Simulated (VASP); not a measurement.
MgB2: single point with PBEsol

The system is MgB2, a slab with vacuum.

```
B Mg
1.0
     3.06169    0.00000    0.00000
     0.00000    3.50446    0.00000
     0.00000    0.00000   24.07067
B Mg
6 3
Cartesian
  0.0000 1.7522 8.5000
  0.0000 1.7522 10.2677
  1.5308 1.7522 11.1515
  1.5308 1.7522 12.9562
  0.0000 1.7522 13.7642
  0.0000 1.7522 15.3937
  1.5308 0.0000 9.3838
  0.0000 0.0000 12.0763
  1.5308 0.0000 15.0352
```

The cell isn't the ideal one: clean slab, lower half held.

```json
{"Program": "VASP 6.6.1", "Task": "single point", "Functional": "PBEsol", "Potentials or basis": "VASP PAW PBE potentials, release 64 (B, Mg)", "Cutoff": "520 eV", "k mesh": "9 × 8 × 1", "Occupations": "gaussian, width 0.1 eV", "Spin": "no spin polarisation"}
```

| Item | Value |
| --- | --- |
| Largest force | 1.711 eV/Å |
| Band gap on the k mesh | none (metal or under the smearing width) |

Forces in eV/Å, atoms in the order of the input:
```
B    0.000  0.000  1.711
B    0.000  0.000 -0.187
B    0.000  0.000 -0.629
B    0.000  0.000  0.008
B    0.000  0.000  0.005
B    0.000  0.000  0.038
Mg   0.000  0.000 -0.915
Mg   0.000  0.000 -0.025
Mg   0.000  0.000 -0.005
```

Levels at points of the mesh, in eV from the Fermi level:
```tsv
k point	band 8	band 9	band 10	band 11	band 12	band 13	band 14	band 15	band 16	band 17
(0.00, 0.00, 0.00)	-1.69	-1.56	-0.91	-0.15	1.01	2.11	2.15	3.23	3.41	3.79
(0.00, 0.50, 0.00)	-2.76	-1.74	-1.74	-0.72	-0.59	0.52	1.99	3.52	4.14	4.99
```

Run time: 3.1 min on 1 thread of Intel(R) Xeon(R) Platinum 8488C (Sapphire Rapids) (shared host), peak memory 0.4 GiB.

Caveat: the PAW data sets were made with another functional, which shifts forces and pressure a little.
